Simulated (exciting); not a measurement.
# Cd (R-3m) in exciting: a series of runs

One crystal, Cd, is run at these levels: LDA-PZ, RPBE, LDA; tasks: band structure, equation of state.

Program: exciting (release sodium). These are calculated values, not measurements. Logs are shortened: lines on timing, memory, paths and dates and some standing lists are left out, and cuts for length are marked.

## (1) The crystal as given

It takes space group R-3m (No. 166, trigonal). The conventional cell has a = 3.216 Å, b = 3.216 Å, c = 7.348 Å, α = 90.00°, β = 90.00°, γ = 120.00°. Cd (site symmetry -3m) has 12 Cd at 3.07 to 3.22 Å as nearest neighbours.

This isn't the form of Cd at room conditions, which is hcp.

## (2) Band structure, LDA-PZ (cell strained at random at fixed volume)

input.xml

```xml
<input>
  <title>Cd</title>
  <structure speciespath="./" tshift="false">
    <crystal scale="1.88972612463">
      <basevect>1.584332000000 0.983966000000 2.464113000000</basevect>
      <basevect>-1.632564000000 0.983814000000 2.495837000000</basevect>
      <basevect>-0.024248000000 -1.792711000000 2.413616000000</basevect>
    </crystal>
    <species speciesfile="Cd.xml" rmt="2.3">
      <atom coord="0.000000000000 0.000000000000 0.000000000000"/>
    </species>
  </structure>
  <groundstate do="fromscratch" ngridk="10 10 10" rgkmax="8" gmaxvr="14" lmaxapw="10" lmaxmat="10" lmaxvr="8" xctype="LDA_PZ" stype="Gaussian" swidth="0.00183747" nempty="8" ValenceRelativity="zora" epsengy="1e-05" epspot="1e-05" maxscl="60" outputlevel="low" deband="0.001" nosym="true"/>
  <properties>
    <bandstructure>
      <plot1d>
        <path steps="120">
          <point coord="0 0 0.5" label="X"/>
          <point coord="0 0 0" label="G"/>
          <point coord="0.5 0 0" label="Y" breakafter="true"/>
          <point coord="0.5 0 0.5" label="L"/>
          <point coord="0 0 0" label="G"/>
          <point coord="0 0.5 0" label="Z" breakafter="true"/>
          <point coord="0 0.5 0.5" label="N"/>
          <point coord="0 0 0" label="G"/>
          <point coord="0.5 0.5 0" label="M" breakafter="true"/>
          <point coord="0.5 0.5 0.5" label="R"/>
          <point coord="0 0 0" label="G"/>
        </path>
      </plot1d>
    </bandstructure>
    <dos nwdos="300" winddos="-0.6 0.5" inttype="tetra" ngrdos="100" nsmdos="2" lmirep="true"/>
  </properties>
</input>
```

Potentials or basis: all-electron LAPW+lo, shipped species files, valence relativity zora.

Launch:

```console
> OMP_NUM_THREADS=1 exciting_smp
```

INFO.OUT:

```text
================================================================================
EXCITING SODIUM started
[... 10 lines left out ...]

 Lattice vectors (cartesian) :
      2.9939535705      1.8594262559      4.6564987101
     -3.0850988409      1.8591390176      4.7164483817
     -0.0458220791     -3.3877328106      4.5610732100

 Reciprocal lattice vectors (cartesian) :
      1.0379617489      0.5880026445      0.4471661214
     -1.0293982660      0.5885869306      0.4268307037
      0.0047875226     -1.2089421016      0.4796747952

 Unit cell volume                           :     148.0521688523
 Brillouin zone volume                      :       1.6754243816

 Species :    1 (Cd)
     parameters loaded from                 :    Cd.xml
     name                                   :    cadmium

     atomic positions (lattice) :
       1 :   0.00000000  0.00000000  0.00000000

 Total number of atoms per unit cell        :       1

 Spin treatment                             :    spin-unpolarised

 Number of Bravais lattice symmetries       :       1
 Number of crystal symmetries               :       1

 k-point grid                               :      10   10   10
 Total number of k-points                   :    1000
 k-point set is reduced with crystal symmetries

 R^MT_min * |G+k|_max (rgkmax)              :       8.00000000

 G-vector grid sizes                        :      27    27    27
 Total number of G-vectors                  :    6871

 Total nuclear charge                       :     -48.00000000
 Total electronic charge                    :      48.00000000

 Number of empty states                     :       8
 Total number of valence states             :      18

 Exchange-correlation type                  :       2
     Perdew-Zunger, Phys. Rev. B 23, 5048 (1981)

 Smearing scheme                            :    Gaussian
 Smearing width                             :       0.00183747

++++++++++++++++++++++++++++++++++++++++++++++++++++++++++++++++++++++++++++++++
+ Ending initialization                                                        +
++++++++++++++++++++++++++++++++++++++++++++++++++++++++++++++++++++++++++++++++

********************************************************************************
* Groundstate module started                                                   *
********************************************************************************
 Output level for this task is set to low

++++++++++++++++++++++++++++++++++++++++++++++++++++++++++++++++++++++++++++++++
[... 5 lines left out ...]
+ SCF iteration number :    1                                                  +
++++++++++++++++++++++++++++++++++++++++++++++++++++++++++++++++++++++++++++++++
 Total energy                               :     -5585.12465788
 _______________________________________________________________
 Fermi energy                               :         0.26097600
 DOS at Fermi energy (states/Ha/cell)       :         8.46665042
 Electron charge: Core leakage              :         0.00123723

++++++++++++++++++++++++++++++++++++++++++++++++++++++++++++++++++++++++++++++++
+ SCF iteration number :    2                                                  +
++++++++++++++++++++++++++++++++++++++++++++++++++++++++++++++++++++++++++++++++
 Total energy                               :     -5588.60497504
 _______________________________________________________________
 Fermi energy                               :         0.25310888
 DOS at Fermi energy (states/Ha/cell)       :         7.39150702
 Electron charge: Core leakage              :         0.00121453

 RMS change in effective potential (target) :  0.604602E-01  ( 0.100000E-04)
 Absolute change in total energy   (target) :   3.48032      ( 0.100000E-04)
 Charge distance                   (target) :  0.240343E-02  ( 0.100000E-04)

++++++++++++++++++++++++++++++++++++++++++++++++++++++++++++++++++++++++++++++++
+ SCF iteration number :    3                                                  +
++++++++++++++++++++++++++++++++++++++++++++++++++++++++++++++++++++++++++++++++
 Total energy                               :     -5590.00061064
 _______________________________________________________________
 Fermi energy                               :         0.24757547
 DOS at Fermi energy (states/Ha/cell)       :         7.25057640
 Electron charge: Core leakage              :         0.00120622
[... 96 lines left out ...]
++++++++++++++++++++++++++++++++++++++++++++++++++++++++++++++++++++++++++++++++
+ SCF iteration number :   11                                                  +
++++++++++++++++++++++++++++++++++++++++++++++++++++++++++++++++++++++++++++++++
 Total energy                               :     -5591.00337777
 _______________________________________________________________
 Fermi energy                               :         0.23377302
 DOS at Fermi energy (states/Ha/cell)       :         7.30649545
 Electron charge: Core leakage              :         0.00120363

 RMS change in effective potential (target) :  0.307812E-08  ( 0.100000E-04)
 Absolute change in total energy   (target) :  0.179189E-06  ( 0.100000E-04)
 Charge distance                   (target) :  0.214681E-08  ( 0.100000E-04)

++++++++++++++++++++++++++++++++++++++++++++++++++++++++++++++++++++++++++++++++
+ SCF iteration number :   12                                                  +
++++++++++++++++++++++++++++++++++++++++++++++++++++++++++++++++++++++++++++++++
 Total energy                               :     -5591.00337802
 _______________________________________________________________
 Fermi energy                               :         0.23377302
 DOS at Fermi energy (states/Ha/cell)       :         7.30649589
 Electron charge: Core leakage              :         0.00120363

 RMS change in effective potential (target) :  0.416870E-09  ( 0.100000E-04)
 Absolute change in total energy   (target) :  0.252171E-06  ( 0.100000E-04)
 Charge distance                   (target) :  0.344032E-09  ( 0.100000E-04)

++++++++++++++++++++++++++++++++++++++++++++++++++++++++++++++++++++++++++++++++
| Convergency criteria checked for the last 2 iterations                       +
| Convergence targets achieved. Performing final SCF iteration                 +
++++++++++++++++++++++++++++++++++++++++++++++++++++++++++++++++++++++++++++++++
 Total energy                               :     -5591.00337806
 _______________________________________________________________
 Fermi energy                               :         0.23377302
 DOS at Fermi energy (states/Ha/cell)       :         7.30649590
 Electron charge: Core leakage              :         0.00120363

++++++++++++++++++++++++++++++++++++++++++++++++++++++++++++++++++++++++++++++++
[... 9 lines left out ...]
| EXCITING SODIUM stopped                                                      =
================================================================================
```

stdout:

```text
Info(bandstr):
 band structure plot written to BAND.OUT

 Fermi energy is at zero in plot

 Vertex location lines written to BANDLINES.OUT

Info(dos):

   Total density of states written to TDOS.OUT

   Partial density of states written to PDOS_Sss_Aaaaa.OUT
   for all species and atoms

   Eigenvalues of a random matrix in the (l, m) basis symmetrised
   with the site symmetries written to ELMIREP.OUT for all
   species and atoms. Degenerate eigenvalues correspond to
   irreducible representations of each site symmetry group

   Interstitial density of states written to IDOS.OUT

   Fermi energy is at zero in plot

   DOS units are states/Hartree/unit cell
```

It took 3.7 min on 1 thread of Arm Neoverse V1, shared host; peak memory 0.14 GiB.

Results:

```
Band gap on the k mesh : none (metal or under the smearing width)
```

Levels at the corners of the path, in eV from the Fermi level:
```
point  band 5  band 6  band 7  band 8  band 9  band 10  band 11  band 12  band 13  band 14
    X   -9.09   -8.88   -8.27   -8.08   -2.23    -1.28    11.78    12.44    12.84    16.63
    Γ   -9.08   -8.87   -8.72   -8.58   -8.48    12.81    13.52    14.48    16.41    17.91
    Y   -9.16   -8.82   -8.25   -8.13   -2.38    -1.66    11.32    13.21    13.65    16.24
    L   -9.58   -8.24   -8.10   -8.00   -0.52     1.78     6.00     6.76    10.68    11.50
    Γ   -9.08   -8.87   -8.72   -8.58   -8.48    12.81    13.52    14.48    16.41    17.91
    Z   -9.16   -8.82   -8.23   -8.15   -2.46    -1.86    11.67    12.84    14.24    16.58
    N   -9.57   -8.23   -8.12   -8.00   -0.73     1.42     6.02     7.26    10.71    12.02
    Γ   -9.08   -8.87   -8.72   -8.58   -8.48    12.81    13.52    14.48    16.41    17.91
    M   -9.55   -8.20   -8.10   -8.06   -1.04     0.89     5.92     8.11    10.61    12.90
    R   -9.03   -9.00   -8.18   -8.06   -1.90    -0.52    11.06    11.50    12.13    15.99
    Γ   -9.08   -8.87   -8.72   -8.58   -8.48    12.81    13.52    14.48    16.41    17.91
```

States per cell in windows of 1 eV (zero at the Fermi level; states under -8 eV left out):
```
from (eV)  total  Cd1 p  Cd1 s  Cd1 d  Cd1 f
     -8.0   0.19   0.00   0.03   0.08   0.00
     -7.0   0.16   0.01   0.04   0.02   0.00
     -6.0   0.20   0.01   0.05   0.02   0.00
     -5.0   0.23   0.02   0.05   0.02   0.00
     -4.0   0.26   0.03   0.05   0.02   0.00
     -3.0   0.30   0.04   0.06   0.02   0.00
     -2.0   0.33   0.04   0.06   0.02   0.00
     -1.0   0.36   0.05   0.07   0.03   0.00
      0.0   0.33   0.05   0.06   0.02   0.00
      1.0   0.41   0.06   0.07   0.03   0.00
      2.0   0.37   0.06   0.07   0.02   0.00
      3.0   0.47   0.08   0.07   0.03   0.00
      4.0   0.46   0.09   0.05   0.03   0.00
      5.0   0.52   0.11   0.04   0.03   0.01
      6.0   0.58   0.14   0.03   0.04   0.01
      7.0   0.57   0.14   0.03   0.03   0.01
```

Caveat: the tetrahedron DOS on this energy grid can lose part of the weight of narrow d or f bands.

(Part 1 of 2 ends here.)
